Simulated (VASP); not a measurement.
Input of a VASP 6.6.1 run:

The input INCAR:

```
PREC = Accurate ; ENCUT = 600
EDIFF = 1E-6 ; ISMEAR = 0
SIGMA = 0.03 ; LREAL = False
LASPH = True ; NELM = 80
ALGO = Normal ; ISIF = 3
LWAVE = False ; LCHARG = False
METAGGA = R2SCAN ; LMIXTAU = True
IBRION = 2 ; NSW = 90
EDIFFG = -0.01
```

Contents of KPOINTS:

```
regular mesh
0
Gamma
  8 8 8
```

The input POSCAR:

```
CuI
1.0
    0.0000000000      3.0315000000      3.0315000000
    3.0315000000      0.0000000000      3.0315000000
    3.0315000000      3.0315000000      0.0000000000
Cu I
1 1
Direct
    0.2500000000      0.2500000000      0.2500000000
    0.0000000000      0.0000000000      0.0000000000
```

Potentials or basis: VASP PAW PBE potentials, release 64 (Cu, I).

The run is started by

```bash
$ cat potpaw_PBE.64/Cu/POTCAR potpaw_PBE.64/I/POTCAR > POTCAR
$ mpirun -np 1 vasp_std > vasp.out
```

Q: Predict the relaxed volume.

A: 27.28 Å³/atom.

Q: Predict the space group after relaxing (to 0.05 Å).

A: F-43m (No. 216).

Q: Estimate the relaxed cell.

A: a = 4.257 Å, b = 4.257 Å, c = 4.257 Å, α = 60.00°, β = 60.00°, γ = 60.00°.

Final structure:
```xyz
2
Lattice="0.0000 3.0103 3.0103 3.0103 0.0000 3.0103 3.0103 3.0103 0.0000" Properties=species:S:1:pos:R:3 pbc="T T T"
Cu    1.5052    1.5052    1.5052
I     0.0000    3.0103    3.0103
```

Caveat: the PAW data sets were made with another functional, which shifts forces and pressure a little.
